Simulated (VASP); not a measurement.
# C (Fd-3m) in VASP: further runs

The runs below take C through single point, relaxation of the atoms, with PBE, PBE+D4.

All numbers are computed with VASP 6.6.1; they aren't measurements. Logs are shortened: lines on timing, memory, paths and dates and some standing lists are left out, and cuts for length are marked.

### 1 The structure

It takes space group Fd-3m (No. 227, cubic). Conventional cell: a = 3.567 Å, b = 3.567 Å, c = 3.567 Å, α = 90.00°, β = 90.00°, γ = 90.00°. C (site symmetry -43m) is surrounded by 4 C at 1.54 Å.

This isn't the form of C at room conditions, which is graphite.

### 2 Single point, PBE

Contents of run.py:

```python
from ase import Atoms
from ase.calculators.vasp import Vasp
from ase.dft.bandgap import bandgap

atoms = Atoms(
    ['C', 'C'],
    cell=[[0.0, 1.78337, 1.78337], [1.78337, 0.0, 1.78337], [1.78337, 1.78337, 0.0]],
    scaled_positions=[[0.75, 0.75, 0.75], [0.5, 0.5, 0.5]],
    pbc=True,
)
calc = Vasp(
    directory='calc',
    xc='pbe',
    pp='PBE',
    setups='minimal',
    prec='Accurate',
    encut=500,
    ediff=1e-07,
    ismear=0,
    sigma=0.05,
    lreal=False,
    lasph=True,
    nelm=80,
    algo='Normal',
    isif=2,
    lwave=False,
    lcharg=False,
    kpts=[13, 13, 13],
    gamma=True,
    nbands=11,
)
atoms.calc = calc

print('energy (eV):', atoms.get_potential_energy())
print('free energy (eV):', atoms.get_potential_energy(force_consistent=True))
print('forces (eV/A):')
print(atoms.get_forces())
print('stress (eV/A^3, Voigt):', atoms.get_stress())
print('Fermi level (eV):', calc.get_fermi_level())
gap, top, bottom = bandgap(calc)
print('band gap (eV):', gap, 'from (spin, k, band)', top, 'to', bottom)
```

Potentials or basis: VASP PAW PBE potentials, release 64 (C).

The run is started by

```sh
$ python run.py
```

Standard output:

```text
energy (eV): -18.18542337
free energy (eV): -18.18542337
forces (eV/A):
[[-0. -0. -0.]
 [ 0.  0.  0.]]
stress (eV/A^3, Voigt): [-0.01582702 -0.01582702 -0.01582702 -0.         -0.          0.        ]
Fermi level (eV): 10.09230677
band gap (eV): 4.1418 from (spin, k, band) (0, np.int64(0), np.int64(3)) to (0, np.int64(43), np.int64(4))
```

OUTCAR:

```text
ENCUT = 500.000000
   EDIFF = 1.00e-07
   GGA = PE
   PREC = Accurate
   ISIF = 2
   ISMEAR = 0
   NELM = 80
   LASPH = .TRUE.
   LREAL = .FALSE.

 ion  position               nearest neighbor table
   1  0.750  0.750  0.750-   2 1.54   2 1.54   2 1.54   2 1.54
   2  0.500  0.500  0.500-   1 1.54   1 1.54   1 1.54   1 1.54

  LATTYP: Found a face centered cubic cell.
 ALAT       =     3.5667400000

  Lattice vectors:

 A1 = (   0.0000000000,   1.7833700000,   1.7833700000)
 A2 = (   1.7833700000,   0.0000000000,   1.7833700000)
 A3 = (   1.7833700000,   1.7833700000,   0.0000000000)

Analysis of symmetry for initial positions (statically):
=====================================================================
 Subroutine PRICEL returns:
 Original cell was already a primitive cell.

 Routine SETGRP: Setting up the symmetry group for a
 face centered cubic supercell.

 Subroutine GETGRP returns: Found 48 space group operations
 (whereof 24 operations were pure point group operations)
 out of a pool of 48 trial point group operations.

The static configuration has the point symmetry T_d .
 The point group associated with its full space group is O_h .

Analysis of symmetry for dynamics (positions and initial velocities):
=====================================================================
 Subroutine PRICEL returns:
 Original cell was already a primitive cell.

 Routine SETGRP: Setting up the symmetry group for a
 face centered cubic supercell.

 Subroutine GETGRP returns: Found 48 space group operations
 (whereof 24 operations were pure point group operations)
 out of a pool of 48 trial point group operations.

The dynamic configuration has the point symmetry T_d .
 The point group associated with its full space group is O_h .

 Subroutine INISYM returns: Found 48 space group operations
 (whereof 24 operations are pure point group operations),
 and found     1 'primitive' translations

----------------------------------------------------------------------------------------

                                     Primitive cell

  volume of cell :      11.3437

  direct lattice vectors                    reciprocal lattice vectors
     0.000000000  1.783370000  1.783370000    -0.280368067  0.280368067  0.280368067
     1.783370000  0.000000000  1.783370000     0.280368067 -0.280368067  0.280368067
     1.783370000  1.783370000  0.000000000     0.280368067  0.280368067 -0.280368067

  length of vectors
     2.522066041  2.522066041  2.522066041     0.485611737  0.485611737  0.485611737

  position of ions in fractional coordinates (direct lattice)
     0.750000000  0.750000000  0.750000000
     0.500000000  0.500000000  0.500000000

  ion indices of the primitive-cell ions
   primitive index   ion index
                 1           1
                 2           2

----------------------------------------------------------------------------------------

 KPOINTS: KPOINTS created by Atomic Simulation Env

Automatic generation of k-mesh.
 Grid dimensions read from file:
 generate k-points for:   13   13   13

 Generating k-lattice:

  Cartesian coordinates                     Fractional coordinates (reciprocal lattice)
    -0.021566774  0.021566774  0.021566774     0.076923077  0.000000000  0.000000000
[... 68 lines left out ...]
   number of dos      NEDOS =    301   number of ions     NIONS =      2
   total plane-waves  NPLWV =   5832
   dimension x,y,z NGX =    18 NGY =   18 NGZ =   18
   dimension x,y,z NGXF=    36 NGYF=   36 NGZF=   36
   ions per type =               2
   NGX,Y,Z   is equivalent  to a cutoff of  11.86, 11.86, 11.86 a.u.
   NGXF,Y,Z  is equivalent  to a cutoff of  23.73, 23.73, 23.73 a.u.
 SYSTEM =  unknown system
   PREC   = accura    normal or accurate (medium, high low for compatibility)
   ISTART =      0    job   : 0-new  1-cont  2-samecut
   ICHARG =      2    charge: 1-file 2-atom 10-const
   ISPIN  =      1    spin polarized calculation?
   LNONCOLLINEAR =      F non collinear calculations
   LSORBIT =      F    spin-orbit coupling
   LASPH  =      T    aspherical Exc in radial PAW
   ENCUT  =  500.0 eV  36.75 Ry    6.06 a.u.   4.60  4.60  4.60*2*pi/ulx,y,z
   NELM   =     80;   NELMIN=  2; NELMDL= -5     # of ELM steps
   EDIFF  = 0.1E-06   stopping-criterion for ELM
   LREAL  =      F    real-space projection
   EDIFFG = 0.1E-05   stopping-criterion for IOM
   NSW    =      0    number of steps for IOM
   IBRION =     -1    ionic relax: 0-MD 1-quasi-New 2-CG
   NFREE  =      0    steps in history (QN), initial steepest desc. (CG)
   ISIF   =      2    stress and relaxation
   ISYM   =      2    0-nonsym 1-usesym 2-fastsym
   POTIM  = 0.5000    time-step for ionic-motion
   TEBEG  =    0.0;   TEEND  =   0.0 temperature during run
   PSTRESS=    0.0 pullay stress
   NELECT =       8.0000    total number of electrons
   NUPDOWN=      -1.0000    fix difference up-down
   EMIN   =  10.00;   EMAX   =-10.00  energy-range for DOS
   EFERMI =   0.00;   METHOD = LEGACY
   ISMEAR =     0;   SIGMA  =   0.05  broadening in eV -4-tet -1-fermi 0-gaus
   EFERMI_NEDOS =   21; number of points for ismear=-14 and -15
   IALGO  =     38    algorithm
   IMIX   =      4    mixing-type and parameters
     AMIX     =   0.40;   BMIX     =  1.00
     AMIX_MAG =   1.60;   BMIX_MAG =  1.00
  volume/ion in A,a.u.               =       5.67        38.28
  Fermi-wavevector in a.u.,A,eV,Ry     =   1.457203  2.753714 28.891161  2.123440
  Thomas-Fermi vector in A             =   2.574032
   LORBIT       =      0    0 simple, 1 ext, 2 COOP (PROOUT), +10 PAW based schemes
   GGA     = PE    functional components
   LHFCALC =     F    Hartree Fock is set to
   AEXX    =    0.0000 exact exchange contribution
   IVDW    =     0    specifies the selected vdW correction
   LEPSILON=     F    determine dielectric tensor
   LRPA    =     F    only Hartree local field effects (RPA)
 non-spin polarized calculation
 Gauss-broadening in eV      SIGMA  =   0.05
  energy-cutoff  :      500.00
  volume of cell :       11.34
 maximum number of plane-waves:       299
   NGX =  9   NGY =  9   NGZ =  9

 number of electron       8.0000003 magnetization

 Free energy of the ion-electron system (eV)
  ---------------------------------------------------
  ext. energy  EPLUGINS =         0.00000000
  ---------------------------------------------------
  free energy    TOTEN  =       -18.18542337 eV

  energy without entropy =      -18.18542337  energy(sigma->0) =      -18.18542337

 E-fermi :  10.0923     XC(G=0): -13.2509

 val. band max:        9.7304732976   @ k =   0.0000   0.0000   0.0000
 cond. band min:      13.8722706190   @ k =   0.3846   0.3846   0.0000
 fundamental gap:      4.1417973214
 Fermi energy:        10.0923067748

 k-point     1 :       0.0000    0.0000    0.0000
  band No.  band energies     occupation
      1     -11.7469      2.00000
      2       9.7305      2.00000
      3       9.7305      2.00000
      4       9.7305      2.00000
      5      15.3211      0.00000
      6      15.3211      0.00000
      7      15.3211      0.00000
      8      23.0626      0.00000
      9      29.0244      0.00000
     10      36.2645      0.00000
     11      36.2645      0.00000
[... 533 lines left out ...]
 k-point    40 :       0.4615    0.3077    0.0000
  band No.  band energies     occupation
      1      -6.0599      2.00000
      2       0.3412      2.00000
      3       2.7502      2.00000
      4       4.2501      2.00000
      5      14.9768      0.00000
      6      18.1619      0.00000
      7      24.0890      0.00000
      8      24.3226      0.00000
      9      31.3402      0.00000
     10      32.8109      0.00000
     11      39.4653      0.00000

 [... further k-points ...]

------------------------ aborting loop because EDIFF is reached ----------------------------------------

  FORCE on cell =-STRESS in cart. coord.  units (eV):
  Direction    XX          YY          ZZ          XY          YZ          ZX
  --------------------------------------------------------------------------------------
  -------------------------------------------------------------------------------------
  Total        0.1795367      0.1795367      0.1795367      0.0000000      0.0000000      0.0000000
  in kB       25.3576770     25.3576770     25.3576770      0.0000000      0.0000000      0.0000000
  external PRESSURE =      25.3576770 kB  Pullay stress =       0.0000000 kB

 VOLUME and BASIS-vectors are now :
 -----------------------------------------------------------------------------
  energy-cutoff  :      500.00
  volume of cell :       11.34
      direct lattice vectors                 reciprocal lattice vectors
     0.000000000  1.783370000  1.783370000    -0.280368067  0.280368067  0.280368067
     1.783370000  0.000000000  1.783370000     0.280368067 -0.280368067  0.280368067
     1.783370000  1.783370000  0.000000000     0.280368067  0.280368067 -0.280368067

 POSITION                                       TOTAL-FORCE (eV/Angst)
 -----------------------------------------------------------------------------------
      2.67505      2.67505      2.67505        -0.000000     -0.000000     -0.000000
      1.78337      1.78337      1.78337         0.000000      0.000000      0.000000
 -----------------------------------------------------------------------------------
    total drift:                                0.000000     -0.000000      0.000000

  FREE ENERGIE OF THE ION-ELECTRON SYSTEM (eV)
  ---------------------------------------------------
  free  energy   TOTEN  =       -18.1854233724 eV

  energy  without entropy=      -18.1854233724  energy(sigma->0) =      -18.18542337
```

INCAR:

```text
ENCUT = 500.000000
SIGMA = 0.050000
EDIFF = 1.00e-07
ALGO = Normal
GGA = PE
PREC = Accurate
ISIF = 2
ISMEAR = 0
NBANDS = 11
NELM = 80
LASPH = .TRUE.
LCHARG = .FALSE.
LWAVE = .FALSE.
LREAL = .FALSE.
```

Wall time 9.9 s (1 thread of Intel Xeon Platinum 8488C (Sapphire Rapids), shared host); peak memory 0.11 GiB.

Results:

```
Free energy            : -18.1854 eV
Pressure               : 2.5 GPa
Band gap on the k mesh : 4.14 eV, indirect (least direct gap 5.59 eV)
```

Caveat: an odd mesh through Γ misses points on the zone boundary, where band edges often lie.

[end of part 1 of 2]
